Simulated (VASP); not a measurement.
# Zn: single point with PBE

Zn:

```xyz
1
Lattice="-1.5220 1.5220 1.5455 1.5220 -1.5220 1.5455 1.5220 1.5220 -1.5455" Properties=species:S:1:pos:R:3 pbc="T T T"
Zn    0.0000    0.0000    0.0000
```

The cell isn't the ideal one: strain -0.030 along x and y, -0.015 along z, atoms carried along.

- Program: VASP 6.6.1
- Task: single point
- Functional: PBE
- Potentials or basis: VASP PAW PBE potentials, release 64 (Zn)
- Cutoff: 520 eV
- k mesh: 22 × 22 × 22
- Occupations: gaussian, width 0.15 eV
- Spin: no spin polarisation

```json
{
  "Pressure": "6.0 GPa",
  "Band gap on the k mesh": "none (metal or under the smearing width)"
}
```

Stress tensor (GPa, compression positive):
```
5.70 0.00 0.00
0.00 5.70 0.00
0.00 0.00 6.65
```

Levels at points of the mesh, in eV from the Fermi level:
```tsv
k point	band 2	band 3	band 4	band 5	band 6	band 7	band 8	band 9	band 10	band 11
(0.00, 0.00, 0.00)	-8.10	-8.10	-8.07	-7.53	-7.51	20.00	20.18	20.18	21.08	21.43
(0.50, 0.00, 0.00)	-8.42	-7.56	-7.48	-7.14	-3.10	-1.01	11.93	13.22	15.92	17.66
(0.50, 0.50, 0.00)	-8.46	-7.53	-7.47	-7.14	-3.01	-0.85	11.58	12.81	15.57	17.31
(0.50, 0.50, 0.50)	-8.74	-7.23	-7.23	-7.23	3.88	4.37	4.37	8.11	8.76	8.86
```

Wall time 41 s on 1 thread of Intel(R) Xeon(R) 6975P-C (Granite Rapids) (shared host), peak memory 0.24 GiB.
